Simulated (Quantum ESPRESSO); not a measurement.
ZrS:

```
Zr S
1.0
     0.00000    2.62500    2.62500
     2.62500    0.00000    2.62500
     2.62500    2.62500    0.00000
Zr S
1 1
Direct
  0.00000 0.00000 0.00000
  0.50000 0.50000 0.50000
```

Base run:

| Property | Result |
| --- | --- |
| Program | Quantum ESPRESSO 7.5 |
| Functional | PBEsol |
| Potentials or basis | GBRV 1.5 PBEsol |
| Cutoff | 612 eV |
| Density cutoff | 4898 eV |
| k mesh | 9 × 9 × 9 |
| Occupations | fermi-dirac, width 0.05 eV |
| Spin | no spin polarisation |
| Hubbard terms | Zr d U = 2 eV |

Its results: band gap on the k mesh none (metal or under the smearing width); pressure -4.6 GPa.

Problem. The run is repeated on the same cell with these changes: hubbard terms from Zr d U = 2 eV to none. What comes out?

Solution. Band gap on the k mesh none (metal or under the smearing width); pressure -6.6 GPa.

Caveats: U without spin polarisation on a metal has little footing (some runs).
